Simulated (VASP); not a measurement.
SiC: band structure with rev-vdW-DF2

SiC:

```
Si C
1.0
     3.08812    0.00000    0.00000
    -1.54406    2.67439    0.00000
     0.00000    0.00000   10.11220
Si C
4 4
Direct
  0.66667 0.33333 0.93784
  0.33333 0.66667 0.43784
  0.00000 0.00000 0.68786
  0.00000 0.00000 0.18786
  0.66667 0.33333 0.74982
  0.33333 0.66667 0.24982
  0.00000 0.00000 0.50048
  0.00000 0.00000 0.00048
```

The cell is a database's computed one.

- Program: VASP 6.6.1
- Task: band structure
- Functional: rev-vdW-DF2
- Potentials or basis: VASP PAW PBE potentials, release 64 (Si, C)
- Cutoff: 520 eV
- k mesh: 12 × 12 × 3
- Occupations: gaussian, width 0.03 eV
- Spin: no spin polarisation
- Further INCAR settings: ALGO = Normal; EDIFF = 1e-06; NBANDS = 26

The pressure is 0.1 GPa and the largest force is 0.004 eV/Å. The band gap on the k mesh is 2.25 eV, indirect (least direct gap 3.37 eV) and the band gap along the path is 2.25 eV, indirect (least direct gap 3.37 eV).

Forces in eV/Å, atoms in the order of the input:
```
Si   0.000  0.000  0.003
Si   0.000  0.000  0.003
Si   0.000  0.000 -0.004
Si   0.000  0.000 -0.004
C    0.000  0.000 -0.001
C    0.000  0.000 -0.001
C    0.000  0.000  0.002
C    0.000  0.000  0.002
```

Stress tensor (GPa, compression positive):
```
0.10 0.00 0.00
0.00 0.10 0.00
0.00 0.00 0.18
```

Levels at the corners of the path, in eV from the valence-band top:
```
point  band 14  band 15  band 16  band 17  band 18  band 19
    Γ    -0.06     0.00     0.00     5.04     5.62     6.22
    M    -2.21    -1.57    -1.12     2.25     2.37     4.22
    M    -2.21    -1.57    -1.12     2.25     2.37     4.22
    K    -2.84    -2.84    -1.67     3.98     3.98     5.17
    K    -2.84    -2.84    -1.67     3.98     3.98     5.17
    Γ    -0.06     0.00     0.00     5.04     5.62     6.22
    Γ    -0.06     0.00     0.00     5.04     5.62     6.22
    A    -0.21    -0.21    -0.21     5.25     5.25     6.69
    A    -0.21    -0.21    -0.21     5.25     5.25     6.69
    L    -2.48    -1.54    -1.54     2.66     2.66     4.21
    L    -2.48    -1.54    -1.54     2.66     2.66     4.21
    H    -2.73    -2.43    -2.43     3.25     3.25     6.65
    H    -2.73    -2.43    -2.43     3.25     3.25     6.65
    A    -0.21    -0.21    -0.21     5.25     5.25     6.69
    L    -2.48    -1.54    -1.54     2.66     2.66     4.21
    M    -2.21    -1.57    -1.12     2.25     2.37     4.22
    K    -2.84    -2.84    -1.67     3.98     3.98     5.17
    H    -2.73    -2.43    -2.43     3.25     3.25     6.65
```

Core levels (eV, on the scale of the bands):
```
atom                           levels
1 Si  1s -1771.1, 2s -125.0, 2p -81.0
2 Si  1s -1771.1, 2s -125.0, 2p -81.0
3 Si  1s -1771.1, 2s -124.9, 2p -81.0
4 Si  1s -1771.1, 2s -124.9, 2p -81.0
 5 C                        1s -255.2
 6 C                        1s -255.2
```

Wall time 2.8 min on 2 MPI ranks on Intel(R) Xeon(R) Platinum 8488C (Sapphire Rapids), on a shared host, peak memory 0.48 GiB a rank.

Caveat: the PAW data sets were made with another functional, which shifts forces and pressure a little.
